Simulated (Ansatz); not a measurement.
# Te: tests of the settings

An exercise on one series of results from a longer session: the logs are not shown, and one member is left open.

Method: DFT PBE, scalar-relativistic, plane waves, PAW for the base; runs at other levels say so in their headings and inputs, in Ansatz 0.2.0.

**The structure to begin with**

Symmetry: P3_221, No. 154, trigonal system. Conventional cell: a = 4.447 Å, b = 4.447 Å, c = 5.915 Å, α = 90.00°, β = 90.00°, γ = 120.00°. Te (site symmetry 2) has 2 Te at 2.86 Å as nearest neighbours.

Coordinates:

```cif
data_structure
_symmetry_space_group_name_H-M 'P 1'
_symmetry_Int_Tables_number 1
_cell_length_a 4.4469
_cell_length_b 4.4469
_cell_length_c 5.9149
_cell_angle_alpha 90.000
_cell_angle_beta 90.000
_cell_angle_gamma 120.000
_cell_volume 101.30
loop_
_atom_site_label
_atom_site_type_symbol
_atom_site_fract_x
_atom_site_fract_y
_atom_site_fract_z
_atom_site_occupancy
Te1 Te 0.26900 0.00000 0.16667 1
Te2 Te 0.00000 0.26900 0.83333 1
Te3 Te 0.73100 0.73100 0.50000 1
```

The structure comes from the Crystallography Open Database; it is used as listed.

**The base input**

input.yaml reads:

```yaml
crystal:
  lattice:
    - [4.4469268669, 0.0, 0.0]
    - [-2.2234634334, 3.8511516355, 0.0]
    - [0.0, 0.0, 5.91492]
  atoms:
    - { symbol: Te, position: [0.269, 0.0, 0.1666666667] }
    - { symbol: Te, position: [0.0, 0.269, 0.8333333333] }
    - { symbol: Te, position: [0.731, 0.731, 0.5] }
basis:
  ecutwfc: 420
kpoints:
  mp_grid: { grid: [9, 9, 6] }
hamiltonian:
  xc: pbe
scf:
  occupations: { method: gaussian, width: 0.01 }
output:
  forces: true
  stress: true
  eigenvalues: true
  populations: true
```

Its results, from an earlier run: -6979.9519 eV/atom at zero smearing, pressure 1.69 GPa, largest force 0.175 eV/Å, gap on the mesh 0.19 eV, in 6 SCF cycles and 10 s.

The first run:

input.yaml reads:

```yaml
crystal:
  lattice:
    - [4.4469268669, 0.0, 0.0]
    - [-2.2234634334, 3.8511516355, 0.0]
    - [0.0, 0.0, 5.91492]
  atoms:
    - { symbol: Te, position: [0.269, 0.0, 0.1666666667] }
    - { symbol: Te, position: [0.0, 0.269, 0.8333333333] }
    - { symbol: Te, position: [0.731, 0.731, 0.5] }
basis:
  ecutwfc: 420
kpoints:
  mp_grid: { grid: [9, 9, 6] }
hamiltonian:
  xc: lda
scf:
  occupations: { method: gaussian, width: 0.01 }
output:
  forces: true
  stress: true
  eigenvalues: true
```

Steps of the session up to this table: Functional: LDA; Functional: PBEsol; Functional: r2SCAN.

One table of the session follows, with a row left open; its other results are not shown here.

```
functional  gap on the mesh (eV)  largest force (eV/Å)
       PBE                  0.19                 0.175
       LDA                  0.13                 0.081
    PBEsol                  0.15                 0.130
    r2SCAN                     ?                     ?
```

Estimate the missing values for r2SCAN.

**Answer.** gap on the mesh (eV): 0.36; largest force (eV/Å): 0.063. In the column «gap on the mesh (eV)» it is the highest.
